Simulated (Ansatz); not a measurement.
**AgCl: LAPW beside PAW**

The same cell of AgCl is computed with full-potential LAPW, PAW on the default files and datasets made for this crystal, to set the results side by side.

Program: Ansatz 0.2.0. Level of theory: DFT PBE, scalar-relativistic. These are calculated values, not measurements.

## 1. The structure to begin with

Symmetry: Cmcm, No. 63, orthorhombic system. The conventional cell has a = 3.742 Å, b = 11.113 Å, c = 3.924 Å, α = 90.00°, β = 90.00°, γ = 90.00°. Ag (site symmetry m2m) has 5 Cl at 2.73 to 2.91 Å and 2 Ag at 3.02 Å as nearest neighbours. Around Cl (site symmetry m2m) lie 5 Ag at 2.73 to 2.91 Å.

Structure file:

```cif
data_structure
_symmetry_space_group_name_H-M 'P 1'
_symmetry_Int_Tables_number 1
_cell_length_a 5.8631
_cell_length_b 5.8631
_cell_length_c 3.9240
_cell_angle_alpha 90.000
_cell_angle_beta 90.000
_cell_angle_gamma 142.783
_cell_volume 81.59
loop_
_atom_site_label
_atom_site_type_symbol
_atom_site_fract_x
_atom_site_fract_y
_atom_site_fract_z
_atom_site_occupancy
Ag1 Ag 0.39656 0.60344 0.75000 1
Ag2 Ag 0.60344 0.39656 0.25000 1
Cl1 Cl 0.86545 0.13455 0.25000 1
Cl2 Cl 0.13455 0.86545 0.75000 1
```

Structure from a Materials Project entry, not relaxed further.

Atoms are numbered in the order of the input: Ag1, Ag2, Cl3, Cl4.

## 2. Full-potential LAPW

The input, input.yaml:

```yaml
crystal:
  lattice:
    - [1.870909703, -5.5565952358, 0.0]
    - [1.870909703, 5.5565952358, 0.0]
    - [0.0, 0.0, 3.92403735]
  atoms:
    - { symbol: Ag, position: [0.3965554, 0.6034446, 0.75] }
    - { symbol: Ag, position: [0.6034446, 0.3965554, 0.25] }
    - { symbol: Cl, position: [0.86544873, 0.13455127, 0.25] }
    - { symbol: Cl, position: [0.13455127, 0.86544873, 0.75] }
kpoints:
  mp_grid: { grid: [9, 9, 8] }
  band_path:
    path:
      - [0.0, 0.0, 0.0]
      - [-0.5, 0.5, 0.0]
      - [-0.2783418463, 0.7216581537, 0.0]
      - [0.2783418463, 0.2783418463, 0.0]
      - [0.0, 0.0, 0.0]
      - [0.0, 0.0, 0.5]
      - [0.2783418463, 0.2783418463, 0.5]
      - [-0.2783418463, 0.7216581537, 0.5]
      - [-0.5, 0.5, 0.5]
    npoints: 14
scf:
  occupations: { method: fermi_dirac, width: 0.03 }
hamiltonian:
  xc: pbe
  pseudopotentials: { kind: all_electron, lapw: { basis_error: 0.001 } }
output:
  forces: true
  stress: true
  eigenvalues: true
  populations: true
  dos: { projected: true, de: 0.2, e_range: [-14, 8] }
```

On the command line:

```
> ansatz run input.yaml --threads 1 --pin off --max-ram 6144MiB --backend cpu --events-out ev --progress --plain --runs-dir out
```

## 3. PAW on the default files

Changes to input.yaml since step 2:

```diff
@@ -28,3 +28,3 @@
   xc: pbe
-  pseudopotentials: { kind: all_electron, lapw: { basis_error: 0.001 } }
+  pseudopotentials: { kind: paw }
 output:
@@ -33,3 +33,9 @@
   eigenvalues: true
+  efg: { contact_densities: true }
   populations: true
+  bader: true
   dos: { projected: true, de: 0.2, e_range: [-14, 8] }
+  write_density: true
+  write_potential: true
+  elf: true
+  volumetric_format: npy
```

## 4. Datasets made for this crystal

Changes to input.yaml since step 3:

```diff
@@ -23,3 +23,3 @@
       - [-0.5, 0.5, 0.5]
-    npoints: 14
+    npoints: 8
 scf:
@@ -28,3 +28,3 @@
   xc: pbe
-  pseudopotentials: { kind: paw }
+  pseudopotentials: { kind: all_electron, datasets: crystal }
 output:
@@ -34,8 +34 @@
   efg: { contact_densities: true }
-  populations: true
-  bader: true
-  dos: { projected: true, de: 0.2, e_range: [-14, 8] }
-  write_density: true
-  write_potential: true
-  elf: true
-  volumetric_format: npy
```

(Steps that only read results are left out.)

Before running it: what results should come out? Wanted: pressure; gap; largest force; Bader charges; highest ELF.

**Answer**, as computed:

| quantity | value |
| --- | --- |
| pressure | LAPW 1.70, PAW 1.69, crystal datasets 1.70 GPa |
| gap (LAPW) | 0.46 eV, indirect from Σ0–Γ to Γ |
| largest force | LAPW 0.014, PAW 0.013, crystal datasets 0.014 eV/Å |
| Bader charges (PAW) | Ag1 +0.55, Cl3 -0.55 e |
| highest ELF (PAW) | 0.88, 0.72 Å from Cl |

What this shows: The pressure of 1.7 GPa pushes the cell to expand, with the atoms held in place. The gap is 0.46 eV, indirect from Σ0–Γ to Γ. It is the Kohn-Sham gap of a semilocal functional, which mostly lies below the gap found in experiment. The top eV of the valence band is mostly Cl 3p (52 % of the projected weight). The projection holds only the free atom's occupied shells (Ag 5s, Ag 4d, Cl 3p in this range). The field gradient at Cl3, the largest by crystal datasets, is -5.54 by PAW and -5.50 by crystal datasets (10²¹ V/m²), within 5 %. Spin–orbit coupling is left out, which moves gradients at and beside heavy atoms by some per cent and at worst by a factor of two. In pressure, PAW differs from LAPW by less than 0.01 GPa and less than 0.01 eV in the gap. The price, with the outputs that each input asks for: 99 s for LAPW against 40 s for PAW, about 2.5 to one.
